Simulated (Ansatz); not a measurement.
A scan (energy over volume and axial ratio; atoms clamped) gave these values. Calculation: PBE (plane waves to 420 eV, PAW, scalar-relativistic; Ansatz, a quantum-chemistry and plane-wave program).

The shear modulus C′ = (C11 − C12)/2 (fit, atoms clamped) comes out as 14.7 GPa.

Of these crystals, all scanned alike, which one is it?
A. LiH (rock salt)
B. CsPbI₃ (cubic perovskite)
C. AlFe (CsCl type)
D. ZrC (rock salt)

B, CsPbI₃ (cubic perovskite). The others have, for the shear modulus C′ = (C11 − C12)/2: LiH 35 GPa, ZrC 177 GPa, AlFe 56 GPa

All were relaxed with their symmetry unable to fall. Relaxed AlFe ends ferromagnetic. Spin-orbit coupling is left out. This is a high-temperature form of CsPbI3. ZrC is run without spin polarisation. The magnetic order is the one the run started from; other orders were not tried. (This holds for the magnetic or f-shell members.)

(Under strain, the slope of the energy per volume gives the stress and its curvature an elastic modulus.)
